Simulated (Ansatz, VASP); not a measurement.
# Cs: VASP beside Ansatz

```
CELL_PARAMETERS angstrom
-2.69288 2.69288 3.80773
2.69288 -2.69288 3.80773
2.69288 2.69288 -3.80773
ATOMIC_POSITIONS crystal
Cs 0.00000 0.00000 0.00000
```

Alike in both runs: task single point; functional PBE; k mesh 12 × 12 × 12; occupations gaussian, width 0.15 eV; no spin polarisation.

|  | VASP | Ansatz |
| --- | --- | --- |
| version | VASP 6.6.1 | Ansatz 0.2.0 |
| potentials or method | VASP PAW PBE potentials, release 64 (Cs_sv) | scalar-relativistic, plane waves, PAW |
| plane-wave cutoff (eV) | 520 | 420 |
| valence electrons in the cell | 9 | 9 |

|  | VASP | Ansatz | Ansatz less VASP |
| --- | --- | --- | --- |
| gap on the k mesh at the Fermi level (eV) | none | none | - |
| pressure (GPa) | 0.1 | 0.1 | +0.02 |

A gap of «none» marks a metal or a gap that the smearing closes.

The runs have no spin-orbit coupling, so splittings on Cs are missing.
